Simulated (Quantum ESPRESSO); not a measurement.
**TiO2 under changes of volume**

One of the cells (12.226 Å³/atom); the others are scaled copies at fixed shape and fractional positions:

```xyz
12
Lattice="6.1536 -1.8835 0.0000 6.1536 1.8835 0.0000 -1.9283 0.0000 6.3290" Properties=species:S:1:pos:R:3 pbc="T T T"
Ti   10.5189    0.0000    1.8329
Ti    1.8562    0.0000    1.7959
Ti   -0.1400    0.0000    4.4961
Ti    8.5226    0.0000    4.5330
O     3.8886    0.0000    1.8569
O     1.9846    0.0000    4.1297
O     8.7534    0.0000    6.2992
O     8.3943    0.0000    2.1993
O    10.3741    0.0000    3.9874
O     1.6255    0.0000    0.0298
O     6.4903    0.0000    4.4721
O     0.0047    0.0000    2.3416
```

The cell comes from a database or a generator and needn't be the stable form of this composition.

```yaml
Program: Quantum ESPRESSO 7.5
Functional: PBE
Potentials_or_basis: PseudoDojo 0.4.1 SR PBE standard
Cutoff: 1143 eV
Density_cutoff: 4572 eV
k_mesh: 3 × 3 × 2
Occupations: fermi-dirac, width 0.05 eV
Spin: no spin polarisation
```

```tsv
volume (Å³/atom)	energy over the lowest point (meV/atom)	pressure (GPa)	gap on the mesh (eV)	largest force (eV/Å)
11.492	21.30	11.6	3.00	0.288
11.737	7.30	6.7	2.92	0.186
11.981	?	?	?	?
12.226	0.00	-1.7	2.78	0.159
12.470	5.34	-5.3	2.71	0.290
12.715	15.88	-8.5	2.64	0.413
12.959	31.10	-11.4	2.58	0.529
```

Task: What does the run at 11.981 Å³/atom give?

Result: Energy over the lowest point 0.44 meV/atom; pressure 2.3 GPa; gap on the mesh 2.85 eV; largest force 0.105 eV/Å.

Worked out: A Birch-Murnaghan fit of order 3 (a polynomial in V^(-2/3)) to the other rows has its minimum at 12.12 Å³/atom with B0 = V·E''(V) = 196 GPa and B' = 4.1 at fixed shape and positions, which overstates the stiffness. It gives 0.46 meV/atom at 11.981 Å³/atom, against the run's 0.44, and -dE/dV = 2.3 GPa, against 2.3. A straight line through the other rows of the gap, of slope -3.5 eV per unit of ln V, gives 2.85 eV, against the run's 2.85.

Energies are extrapolated to zero smearing.

Caveats: all runs use coarse meshes; an odd mesh through Γ misses points on the zone boundary, where band edges often lie.
